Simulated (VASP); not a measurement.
# CaO in VASP: one cell, several levels of theory, part 2 of 2

The system is CaO (zincblende), a generated structure that needn't be the ground state.

VASP 6.6.1, plane waves, PAW. The steps go on from the part before.

## (3) r2SCAN at this geometry

INCAR reads:

```
ENCUT = 520.000000
SIGMA = 0.010000
EDIFF = 1.00e-07
ALGO = Normal
METAGGA = R2SCAN
PREC = Accurate
IBRION = -1
ISIF = 2
ISMEAR = 0
NBANDS = 15
NELM = 120
NSW = 0
LASPH = .TRUE.
LCHARG = .FALSE.
LWAVE = .FALSE.
LREAL = .FALSE.
```

KPOINTS reads:

```
KPOINTS created by Atomic Simulation Environment
0
Gamma
8 8 8
0 0 0
```

KPOINTS_OPT reads:

```
special points
7
Reciprocal
0.0000000000 0.0000000000 0.0000000000 1
-0.5000000000 -0.5000000000 0.0000000000 1
-0.3750000000 -0.3750000000 0.2500000000 1
-0.3750000000 0.0000000000 0.3750000000 1
0.0000000000 0.0000000000 0.5000000000 1
-0.5000000000 -0.2500000000 0.2500000000 1
0.4166670000 -0.5000000000 -0.0833330000 1
```

POSCAR reads:

```
Ca O
 1.0000000000000000
     0.0000000000000000    2.5840531753999998    2.6067317416000000
     2.5840531753999998    0.0000000000000000    2.6067317416000000
     2.5840531753999998    2.5840531753999998    0.0000000000000000
 Ca  O
   1   1
Cartesian
  0.0000000000000000  0.0000000000000000  0.0000000000000000
  1.2920265876999999  1.2920265876999999  1.3033658708000000
```

Launch:

```console
$ mpirun -np 1 vasp_std
```

Standard output, without the iteration lines:

```text
POSCAR found type information on POSCAR CaO
 POSCAR found :  2 types and       2 ions
 -----------------------------------------------------------------------------
|                                                                             |
|                                                                             |
|     You enforced a specific xc type in the INCAR file but a different       |
|     I HOPE YOU KNOW WHAT YOU ARE DOING!                                     |
|                                                                             |
 -----------------------------------------------------------------------------

 LDA part: xc-table for (None), standard interpolation
 POSCAR, INCAR and KPOINTS ok, starting setup
 FFT: planning ... GRIDC
 FFT: planning ... GRID_SOFT
 FFT: planning ... GRID
 WAVECAR not read
 entering main loop
 Start KPOINTS_OPT (optional k-point list driver)
k-point batch [1-7\7]
```

OSZICAR:

```text
N       E                     dE             d eps       ncg     rms          rms(c)
DAV:   1     0.120527888490E+03    0.12053E+03   -0.82279E+03  1770   0.108E+03
DAV:   2    -0.193925171938E+02   -0.13992E+03   -0.13046E+03  2225   0.289E+02
DAV:   3    -0.256293947942E+02   -0.62369E+01   -0.61862E+01  2135   0.634E+01
DAV:   4    -0.258572036781E+02   -0.22781E+00   -0.22759E+00  2631   0.107E+01
DAV:   5    -0.258591388288E+02   -0.19352E-02   -0.19351E-02  2108   0.927E-01    0.875E+00
DAV:   6    -0.187120734021E+02    0.71471E+01   -0.48938E+00  2463   0.255E+01    0.279E+00
DAV:   7    -0.189135992309E+02   -0.20153E+00   -0.84364E-01  1826   0.628E+00    0.224E+00
DAV:   8    -0.189860867565E+02   -0.72488E-01   -0.36059E-01  2085   0.636E+00    0.167E+00
DAV:   9    -0.189347343003E+02    0.51352E-01   -0.17795E-01  2085   0.409E+00    0.264E-01
DAV:  10    -0.189328818634E+02    0.18524E-02   -0.85356E-03  1947   0.918E-01    0.900E-02
DAV:  11    -0.189335089035E+02   -0.62704E-03   -0.22095E-03  1924   0.390E-01    0.113E-01
DAV:  12    -0.189332429706E+02    0.26593E-03   -0.97100E-04  2043   0.239E-01    0.219E-02
DAV:  13    -0.189332406311E+02    0.23395E-05   -0.35267E-05  1998   0.661E-02    0.135E-02
DAV:  14    -0.189332395912E+02    0.10399E-05   -0.18277E-06  2434   0.127E-02    0.806E-03
DAV:  15    -0.189332386831E+02    0.90809E-06   -0.34004E-06  1931   0.138E-02    0.857E-04
DAV:  16    -0.189332385814E+02    0.10161E-06   -0.11240E-07  1363   0.326E-03    0.595E-04
DAV:  17    -0.189332385269E+02    0.54540E-07   -0.13404E-08   934   0.915E-04
   1 F= -.18933239E+02 E0= -.18933239E+02  d E =-.809625E-34
       N       E                     dE             ncg
DAV:   1     0.660146047182E+03   -0.44352E+04      210
DAV:   2    -0.282978554127E+03   -0.94312E+03      259
DAV:   3    -0.317839565291E+03   -0.34861E+02      252
DAV:   4    -0.319310352606E+03   -0.14708E+01      324
DAV:   5    -0.319315933744E+03   -0.55811E-02      252
DAV:   6    -0.319316037618E+03   -0.10387E-03      300
DAV:   7    -0.319316038359E+03   -0.74128E-06      267
DAV:   8    -0.319316038366E+03   -0.73685E-08      196
```

From OUTCAR:

```text
k-points           NKPTS =     59   k-points in BZ     NKDIM =     59   number of bands    NBANDS=     15

   NELECT =      16.0000    total number of electrons

   dimension x,y,z NGX =    28 NGY =   28 NGZ =   28
   dimension x,y,z NGXF=    56 NGYF=   56 NGZF=   56

  energy-cutoff  :      520.00
  volume of cell :       34.81
      direct lattice vectors                 reciprocal lattice vectors
     0.000000000  2.584053175  2.606731742    -0.193494470  0.193494470  0.191811068
     2.584053175  0.000000000  2.606731742     0.193494470 -0.193494470  0.191811068
     2.584053175  2.584053175  0.000000000     0.193494470  0.193494470 -0.191811068

 k-points in reciprocal lattice and weights: KPOINTS created by Atomic Simulation Env
   0.00000000  0.00000000  0.00000000       0.002
   0.12500000  0.00000000  0.00000000       0.016
   0.25000000  0.00000000  0.00000000       0.016
   0.37500000  0.00000000  0.00000000       0.016
   0.50000000  0.00000000  0.00000000       0.008
   0.12500000  0.12500000  0.00000000       0.004
   0.25000000  0.12500000  0.00000000       0.016
   0.37500000  0.12500000  0.00000000       0.016
[... 51 more k-points ...]

 E-fermi :   0.3147

 k-point     1 :       0.0000    0.0000    0.0000
  band No.  band energies     occupation
      1     -38.2569      2.00000
      2     -18.3141      2.00000
      3     -18.3141      2.00000
      4     -18.3115      2.00000
      5     -15.5563      2.00000
      6      -0.4371      2.00000
      7      -0.4299      2.00000
      8      -0.4299      2.00000
      9       4.0198      0.00000
     10       8.9176      0.00000
     11       8.9866      0.00000
     12      10.5749      0.00000
     13      10.6555      0.00000
     14      10.6555      0.00000
     15      17.7387      0.00000

 k-point     2 :       0.1250    0.0000    0.0000
  band No.  band energies     occupation
      1     -38.2496      2.00000
      2     -18.4677      2.00000
      3     -18.3224      2.00000
      4     -18.3213      2.00000
      5     -15.4065      2.00000
      6      -0.5933      2.00000
      7      -0.3902      2.00000
      8      -0.3836      2.00000
      9       4.5688      0.00000
     10       8.7311      0.00000
     11       8.7913      0.00000
     12      10.3779      0.00000
     13      10.7816      0.00000
     14      10.8241      0.00000
     15      15.9787      0.00000

 k-point     3 :       0.2500    0.0000    0.0000
  band No.  band energies     occupation
      1     -38.2320      2.00000
      2     -18.7858      2.00000
      3     -18.3429      2.00000
      4     -18.3426      2.00000
      5     -15.1064      2.00000
      6      -0.7934      2.00000
      7      -0.2903      2.00000
      8      -0.2787      2.00000
      9       5.7097      0.00000
     10       8.5512      0.00000
     11       8.5930      0.00000
     12       9.8980      0.00000
     13      10.8901      0.00000
     14      10.9110      0.00000
     15      13.9625      0.00000

 k-point     4 :       0.3750    0.0000    0.0000
  band No.  band energies     occupation
      1     -38.2142      2.00000
      2     -19.0540      2.00000
      3     -18.3642      2.00000
      4     -18.3626      2.00000
      5     -14.8650      2.00000
      6      -0.8112      2.00000
      7      -0.2018      2.00000
      8      -0.1846      2.00000
      9       6.5927      0.00000
     10       8.6621      0.00000
     11       8.6862      0.00000
     12       9.4291      0.00000
     13      10.6495      0.00000
     14      10.6509      0.00000
     15      13.0314      0.00000

 k-point     5 :       0.5000    0.0000    0.0000
  band No.  band energies     occupation
      1     -38.2069      2.00000
      2     -19.1550      2.00000
      3     -18.3730      2.00000
      4     -18.3708      2.00000
      5     -14.7779      2.00000
      6      -0.7743      2.00000
      7      -0.1688      2.00000
      8      -0.1491      2.00000
      9       6.8668      0.00000
     10       8.8261      0.00000
     11       8.8429      0.00000
     12       9.1452      0.00000
     13      10.4086      0.00000
     14      10.4187      0.00000
     15      13.0589      0.00000

 k-point     6 :       0.1250    0.1250    0.0000
  band No.  band energies     occupation
      1     -38.2473      2.00000
      2     -18.4949      2.00000
      3     -18.3359      2.00000
      4     -18.3359      2.00000
      5     -15.3571      2.00000
      6      -0.6844      2.00000
      7      -0.3444      2.00000
      8      -0.3444      2.00000
      9       4.7384      0.00000
     10       8.2133      0.00000
     11       9.1266      0.00000
     12      10.6346      0.00000
     13      10.7096      0.00000
     14      10.7096      0.00000
     15      16.6499      0.00000

 k-point     7 :       0.2500    0.1250    0.0000
  band No.  band energies     occupation
      1     -38.2332      2.00000
      2     -18.7384      2.00000
      3     -18.3596      2.00000
      4     -18.3591      2.00000
      5     -15.1127      2.00000
      6      -0.8542      2.00000
      7      -0.2690      2.00000
      8      -0.2379      2.00000
      9       5.6492      0.00000
     10       7.7632      0.00000
     11       9.1285      0.00000
     12      10.2422      0.00000
     13      10.7677      0.00000
     14      10.9639      0.00000
     15      14.9394      0.00000

 k-point     8 :       0.3750    0.1250    0.0000
  band No.  band energies     occupation
      1     -38.2155      2.00000
      2     -18.9999      2.00000
      3     -18.3944      2.00000
      4     -18.3796      2.00000
      5     -14.8619      2.00000
      6      -0.8488      2.00000
      7      -0.2249      2.00000
      8      -0.1354      2.00000
      9       6.4347      0.00000
     10       7.7549      0.00000
     11       9.1116      0.00000
     12       9.9521      0.00000
     13      10.5917      0.00000
     14      11.0212      0.00000
     15      13.5108      0.00000

 k-point     9 :       0.5000    0.1250    0.0000
  band No.  band energies     occupation
      1     -38.2046      2.00000
      2     -19.1412      2.00000
      3     -18.4254      2.00000
      4     -18.3842      2.00000
      5     -14.7308      2.00000
      6      -0.7294      2.00000
      7      -0.2320      2.00000
      8      -0.0940      2.00000
      9       6.6064      0.00000
     10       8.0994      0.00000
     11       8.9578      0.00000
     12       9.8768      0.00000
     13      10.4714      0.00000
     14      10.9093      0.00000
     15      13.1569      0.00000

 k-point    10 :      -0.3750    0.1250    0.0000
  band No.  band energies     occupation
      1     -38.2069      2.00000
      2     -19.1091      2.00000
      3     -18.4320      2.00000
      4     -18.3710      2.00000
      5     -14.7609      2.00000
      6      -0.7254      2.00000
      7      -0.2472      2.00000
      8      -0.1283      2.00000
      9       6.5985      0.00000
     10       8.4560      0.00000
     11       8.5087      0.00000
     12       9.8179      0.00000
     13      10.7629      0.00000
     14      10.8034      0.00000
     15      13.1779      0.00000

 k-point    11 :      -0.2500    0.1250    0.0000
  band No.  band energies     occupation
      1     -38.2211      2.00000
      2     -18.9179      2.00000
      3     -18.4073      2.00000
      4     -18.3474      2.00000
      5     -14.9444      2.00000
      6      -0.8098      2.00000
      7      -0.2570      2.00000
      8      -0.2221      2.00000
      9       6.2438      0.00000
     10       8.2273      0.00000
     11       8.6029      0.00000
     12       9.9134      0.00000
     13      10.7944      0.00000
     14      11.0451      0.00000
     15      13.7810      0.00000

 k-point    12 :      -0.1250    0.1250    0.0000
  band No.  band energies     occupation
      1     -38.2388      2.00000
      2     -18.6522      2.00000
      3     -18.3608      2.00000
      4     -18.3273      2.00000
      5     -15.2134      2.00000
      6      -0.7515      2.00000
      7      -0.3296      2.00000
      8      -0.3126      2.00000
      9       5.3036      0.00000
     10       8.3549      0.00000
     11       8.7551      0.00000
     12      10.2534      0.00000
     13      10.7083      0.00000
     14      11.0454      0.00000
     15      15.1110      0.00000

[... the tables of k-points 13 to 59 left out ...]

  Total        0.5393489      0.5393489      0.5167750      0.0000000      0.0000000     -0.0000000
  in kB       24.8228231     24.8228231     23.7838890      0.0000000      0.0000000     -0.0000000
  external PRESSURE =      24.4765117 kB  Pullay stress =       0.0000000 kB

 POSITION                                       TOTAL-FORCE (eV/Angst)
 -----------------------------------------------------------------------------------
      0.00000      0.00000      0.00000         0.000000      0.000000     -0.000000
      1.29203      1.29203      1.30337        -0.000000     -0.000000      0.000000
 -----------------------------------------------------------------------------------
    total drift:                               -0.000000     -0.000000     -0.000000

  FREE ENERGIE OF THE ION-ELECTRON SYSTEM (eV)
  ---------------------------------------------------
  free  energy   TOTEN  =       -18.9332385269 eV

  energy  without entropy=      -18.9332385269  energy(sigma->0) =      -18.93323853
```

Hardware: 1 MPI rank of Intel Xeon 6975P-C, shared host.

The levels at the points of KPOINTS_OPT are read from vasprun.xml.

Band energies at the special points (eV, zero at the top of v, the last band that the electrons fill by count):

| point | v−1 | v | c | c+1 |
| --- | --- | --- | --- | --- |
| Γ | -0.66 | -0.66 | 3.79 | 8.69 |
| X | 0.00 | 0.00 | 5.34 | 7.25 |
| U | -0.28 | -0.11 | 5.45 | 7.36 |
| K | -0.28 | -0.12 | 5.46 | 7.38 |
| L | -0.40 | -0.38 | 6.63 | 8.59 |
| W | -0.58 | 0.00 | 5.40 | 7.07 |

The r2SCAN gap is 3.79 eV and indirect (X to Γ), with 4.45 eV as the least direct one. The pressure is 2.45 GPa; the forces vanish within 0.01 eV/Å.

## (4) Results

The summary covers parts 1 to 2.

```
 level  gap (eV)  pressure (GPa)  Ansatz: gap (eV)  Ansatz: pressure (GPa)
   PBE      3.38            3.35              3.39                    2.83
r2SCAN      3.79            2.45              3.81                    1.46
```

The gap runs from 3.38 eV (PBE) to 3.79 eV (r2SCAN). At this one volume the pressure spans 2.4 GPa (r2SCAN) to 3.3 GPa (PBE): PBE wants the largest cell and r2SCAN the smallest. The two programs agree on the gap within 0.04 eV, far less than the spread between functionals. The two codes have different PAW datasets and cutoffs.
